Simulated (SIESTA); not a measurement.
# MgB2 under changes of volume

One of the cells (9.679 Å³/atom); the others are scaled copies at fixed shape and fractional positions:

```
Mg B
1.0
     3.08500    0.00000    0.00000
    -1.54250    2.67169    0.00000
     0.00000    0.00000    3.52300
Mg B
1 2
Direct
  0.00000 0.00000 0.00000
  0.66667 0.33333 0.50000
  0.33333 0.66667 0.50000
```

- Program: SIESTA 5.4.2
- Functional: LDA
- Potentials or basis: PseudoDojo 0.4 standard (LDA files)
- Basis: DZP (energy shift 0.003 Ry; two zetas on semicore shells)
- Grid cutoff: 800 Ry
- Energy shift: 0.003 Ry
- k mesh: 10 × 10 × 8
- Occupations: fermi-dirac, width 0.05 eV
- Spin: no spin polarisation

```tsv
volume (Å³/atom)	energy over the lowest point (meV/atom)	pressure (GPa)
9.098	?	?
9.292	3.27	4.4
9.485	0.00	1.0
9.679	0.64	-2.1
9.873	4.91	-5.0
10.066	12.56	-7.7
10.260	23.31	-10.1
```

Q: What does the run at 9.098 Å³/atom give?

A: Energy over the lowest point 10.74 meV/atom; pressure 8.0 GPa.

Worked out: A Birch-Murnaghan fit of order 3 (a polynomial in V^(-2/3)) to the other rows has its minimum at 9.55 Å³/atom with B0 = V·E''(V) = 156 GPa and B' = 2.8 at fixed shape and positions, which overstates the stiffness. It gives 10.82 meV/atom at 9.098 Å³/atom, against the run's 10.74, and -dE/dV = 8.1 GPa, against 8.0.

Energies are extrapolated to zero smearing.

Caveats: the basis of atomic orbitals isn't converged, which shifts pressures, moduli and gaps.
